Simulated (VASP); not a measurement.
AlN (strained measured structure): one PBE single-point calculation in two programs

```
Al N
1.0
     2.98305    0.00000    0.00000
    -1.49152    2.58340    0.00000
     0.00000    0.00000    4.78044
Al N
2 2
Direct
  0.33333 0.66667 0.99886
  0.66667 0.33333 0.49886
  0.33333 0.66667 0.38114
  0.66667 0.33333 0.88114
```

The two codes use different PAW datasets and cutoffs. VASP's cell holds 16 valence electrons and Ansatz's 16. Ansatz's stress includes a Pulay correction; VASP's doesn't.

Cutoffs: 520 eV in VASP, 420 eV in Ansatz. k meshes: 12×12×6 and 12×12×6.

```json
{"": "gap between bands v and c", "VASP": "5.09 eV", "Ansatz": "5.10 eV"}
{"": "least direct gap", "VASP": "5.35 eV", "Ansatz": "5.33 eV"}
{"": "pressure", "VASP": "36.9 GPa", "Ansatz": "37.1 GPa"}
```

Band v is the last that the valence electrons fill when counted band by band, and c is the next. Levels in eV from the top of v, Ansatz:

```
point    v−1      v     c   c+1
    Γ  -0.26   0.00  5.33  7.80
    M  -1.96  -0.73  6.06  6.27
    K  -2.57  -2.57  5.10  8.91
    A  -0.60  -0.60  7.59  7.59
    L  -1.48  -1.48  5.74  5.74
    H  -0.82  -0.82  7.83  7.83
```

VASP:

```json
{"point": "Γ", "v−1": "-0.26", "v": "0.00", "c": "5.35", "c+1": "7.80"}
{"point": "M", "v−1": "-1.96", "v": "-0.74", "c": "6.06", "c+1": "6.26"}
{"point": "K", "v−1": "-2.58", "v": "-2.58", "c": "5.09", "c+1": "8.92"}
{"point": "A", "v−1": "-0.60", "v": "-0.60", "c": "7.60", "c+1": "7.60"}
{"point": "L", "v−1": "-1.48", "v": "-1.48", "c": "5.73", "c+1": "5.73"}
{"point": "H", "v−1": "-0.82", "v": "-0.82", "c": "7.84", "c+1": "7.84"}
```
